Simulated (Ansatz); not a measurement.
The cell is COD entry 1540257, as deposited and not checked against the literature; nothing was relaxed.

An input for AlAs and the output that it gave: DFT, PBEsol, all-electron LAPW, scalar-relativistic (Ansatz 0.2.0).

Command: `ansatz run input.yaml --threads 1 --pin off --max-ram 3072MiB --backend cpu --events-out ev --progress --plain --runs-dir out` The run took 21 s on 1 thread of Intel(R) Xeon(R) Platinum 8488C (Sapphire Rapids), with other jobs on the host, peak memory 0.34 GiB.

```yaml
crystal:
  lattice:
    - [0.0, 2.8304, 2.8304]
    - [2.8304, 0.0, 2.8304]
    - [2.8304, 2.8304, 0.0]
  atoms:
    - { symbol: Al, position: [0.0, 0.0, 0.0] }
    - { symbol: As, position: [0.75, 0.75, 0.75] }
kpoints:
  mp_grid: { grid: [11, 11, 11] }
  band_path:
    path:
      - [0.0, 0.0, 0.0]
      - [-0.5, -0.5, 0.0]
      - [-0.375, -0.375, 0.25]
      - [-0.375, 0.0, 0.375]
      - [0.0, 0.0, 0.0]
      - [0.0, 0.0, 0.5]
      - [-0.5, -0.25, 0.25]
      - [-0.5, -0.5, 0.0]
    npoints: 14
scf:
  occupations: { method: fermi_dirac, width: 0.05 }
hamiltonian:
  xc: pbesol
  pseudopotentials: { kind: all_electron, lapw: { basis_error: 0.001 } }
output:
  forces: true
  stress: true
  eigenvalues: true
  fatbands: true
  populations: true
  dos: { projected: true, de: 0.2, e_range: [-14, 8] }
```

Output:

```
Al: projections on atomic orbitals take those of the free atom 1s2 2s2 2p6 3s2 3p1, of charge +0.00 (hamiltonian.pseudopotentials.projection_atoms)
As: projections on atomic orbitals take those of the free atom 1s2 2s2 2p6 3s2 3p6 3d10 4s2 4p3, of charge +0.00 (hamiltonian.pseudopotentials.projection_atoms)
LAPW: plane waves up to 8.223 Å⁻¹, error target 1.0e-3 eV per atom; small_component_spin mean_spin; Al in spheres of 1.140 Å, 11 of its electrons in bands, Dirac shells []; As in spheres of 1.311 Å, 23 of its electrons in bands, Dirac shells []
Engine: ansatz 0.2.0
Pseudopotentials: kind: all_electron
Pseudopotential: Al, LAPW, valence charge 11, Koelling and Harmon's equation, gaussian nucleus
Pseudopotential: As, LAPW, valence charge 23, Koelling and Harmon's equation, gaussian nucleus
Functional definition: PBEsol
  exchange = pbesol_x
  correlation = pbesol_c
Crystal: 2 atoms, lattice volume = 45.350 Å³
Basis set: ecut = 257.6236251629707 eV, 411 PW (Γ), exchange–correlation at level 2
Bands: 21, of which v1, the nominal top of the filled ones, is band 17 counted from 1 (16 counted from 0)
Symmetry: 24 space group operations
Space group: F-43m (ITA 216), of the structure as read, at distance tolerance 3.6e-5 Å
k-points: 56 of 1331 (time reversal used)
Non-local potential: Al, projectors of the file, none
Non-local potential: As, projectors of the file, none
Initial density: superposition of atomic densities (chi_scale 0.1, normalization cell, long waves kept (reshape's long-wave potential 0.00 eV rms))
Initial wavefunctions: plane waves of lowest kinetic energy (no species holds an atomic orbital)
Functional: x = pbesol(κ = 0.804, μ = 0.12345679012345678), c = pbesol(β = 0.046)
iter 1 solved again at ethr=2.44e-3 eV; its pass at ethr=1.00e-1 eV (dr2=8.31e-1 eV) is discarded
SCF iter   1: F=—  HF=-68076.523150 eV  |F-HF|=—  |Δ(HF+E_count)|=         —  Δρ=3.53e-2  dr2=8.31e-1  ethr=2.44e-3  ⟨swp⟩=2.0  Hψ=7743  notcnv=0
preconditioner: auto → none  [insulator: Δε(μ)=1.923 eV  Ē_g=10.140 eV  σ=0.050 eV  W_gap=1.00  n_scr=14 (ndim 8)  ℏωp=15.6 eV  f_vac=0.010  D(μ)=0.00/eV (n_scr^D=0)  ε∞_Penn≈3.4]
iter 2 solved again at ethr=1.93e-4 eV; its pass at ethr=2.44e-3 eV (dr2=6.55e-2 eV) is discarded
SCF iter   2: F=—  HF=-68076.298229 eV  |F-HF|=—  |Δ(HF+E_count)|=   2.25e-1  Δρ=1.26e-2  dr2=6.55e-2  ethr=1.93e-4  ⟨swp⟩=2.0  Hψ=5977  notcnv=0
SCF iter   3: F=—  HF=-68076.284579 eV  |F-HF|=—  |Δ(HF+E_count)|=   1.37e-2  Δρ=4.07e-3  dr2=8.29e-3  ethr=1.93e-4  ⟨swp⟩=2.0  Hψ=3524  notcnv=0
SCF iter   4: F=—  HF=-68076.282728 eV  |F-HF|=—  |Δ(HF+E_count)|=         —  Δρ=6.50e-4  dr2=1.01e-4  ethr=2.44e-5  ⟨swp⟩=2.0  Hψ=3297  notcnv=0
the basis was enlarged: its passes take 145.9 KiB over the memory plan, 1 of 1 planned eigensolver slots
SCF iter   5: F=—  HF=-68076.282582 eV  |F-HF|=—  |Δ(HF+E_count)|=   1.47e-4  Δρ=1.63e-4  dr2=9.39e-6  ethr=2.98e-7  ⟨swp⟩=2.4  Hψ=3344  notcnv=0
SCF iter   6: F=—  HF=-68076.282586 eV  |F-HF|=—  |Δ(HF+E_count)|=   4.38e-6  Δρ=2.19e-5  dr2=1.18e-7  ethr=2.76e-8  ⟨swp⟩=2.9  Hψ=3393  notcnv=0
SCF iter   7: F=-68076.282586 eV  HF=-68076.282586 eV  |F-HF|=6.77e-9  |Δ(HF+E_count)|=   1.76e-7  Δρ=3.93e-6  dr2=5.32e-9  ethr=3.47e-10  ⟨swp⟩=3.0  Hψ=3509  notcnv=0
SCF 1 converged in 7 iterations: F = -68076.282586 eV  dr2 = 5.32e-9
NSCF: frozen V_eff on 99 k-points
SCF converged after 7 iterations
Free energy (F): -68076.282586 eV
Harris-Foulkes:  -68076.282586 eV  (|F-HF|=6.77e-9)
Internal energy: -68076.282586 eV  (E = F + TS)
E sigma→0 (E₀):  -68076.282586 eV
Entropy (-TS):   -0.000000 eV (-0.000 meV/atom)
Fermi energy:    7.963951 eV
--- Per-component energies (eV) ---
  E_band       = -1854.558407
  E_kinetic    = 69454.218053
  E_xc         = -2732.118539
  E_electrostatic = -134798.382101  (all electrons and nuclei)
  E_smearing   = -0.000000  (= −TS)
  E_closure    = 0.000000  (closes the sum)
  E_atoms      = -68066.213488  (free atoms, spherical and without spin; not in F)
  Σ components = -68076.282586   (vs F -68076.282586, Δ=0.00e0)
  Basis errors (estimates in eV, not in F): energy 4.4e-4 per atom: plane waves 4.0e-4 (2.4e-4 summed), levels above the bands 2.7e-55, relativity 1.7e-8, radial functions 4.1e-5, core shells 5.2e-11; eigenvalues (radial functions only) 1.2e-6; not estimated: angular momenta, meshes, grids; target (lapw.basis_error) 1.0e-3; muffin-tin radii Al 1.140 Å, As 1.311 Å
--- Forces (eV/Å), atoms counted from 1 ---
  atom   1  Al    -0.00000000    -0.00000000     0.00000000
  atom   2  As     0.00000000     0.00000000    -0.00000000
  max |Σ_I F_I| component: 2.78e-17 eV/Å
--- Stress (GPa, compression-positive) ---
        0.521657      -0.000000      -0.000000
       -0.000000       0.521657       0.000000
       -0.000000       0.000000       0.521657
  P = ⅓ Tr σ = 0.5217 GPa (5.217 kbar)
--- Band table (eV; the first three rows and the last of 56) ---
  k-point 0: bands = ["-176.3126", "-119.8737", "-119.8737", "-119.8737", "-95.2448", "-56.9240", "-56.9240", "-56.9240", "-27.1391", "-27.1391", "-27.1391", "-27.1282", "-27.1282", "-4.6243", "7.2673", "7.2673", "7.2673", "9.2308", "11.5395", "11.5395", "11.5395"]
  k-point 1: bands = ["-176.3126", "-119.8737", "-119.8737", "-119.8737", "-95.2448", "-56.9240", "-56.9240", "-56.9240", "-27.1391", "-27.1391", "-27.1391", "-27.1282", "-27.1282", "-4.5427", "6.3586", "7.1771", "7.1771", "9.8263", "11.6805", "11.7013", "11.7013"]
  k-point 2: bands = ["-176.3126", "-119.8737", "-119.8737", "-119.8737", "-95.2448", "-56.9240", "-56.9240", "-56.9240", "-27.1391", "-27.1389", "-27.1389", "-27.1282", "-27.1282", "-4.3066", "4.9092", "6.9648", "6.9648", "10.0092", "12.0255", "12.0255", "12.6191"]
  k-point 55: bands = ["-176.3126", "-119.8737", "-119.8737", "-119.8737", "-95.2448", "-56.9241", "-56.9241", "-56.9240", "-27.1389", "-27.1383", "-27.1373", "-27.1284", "-27.1277", "-2.6473", "2.1833", "3.9424", "4.6673", "11.1392", "12.6333", "13.2975", "13.6916"]
--- Löwdin populations: 2 sites ---
  site symbol       q [e]
     0     Al     12.6901
     1     As     33.2585
  spilling = 0.001117 (of n_electrons = 46.000000)
```
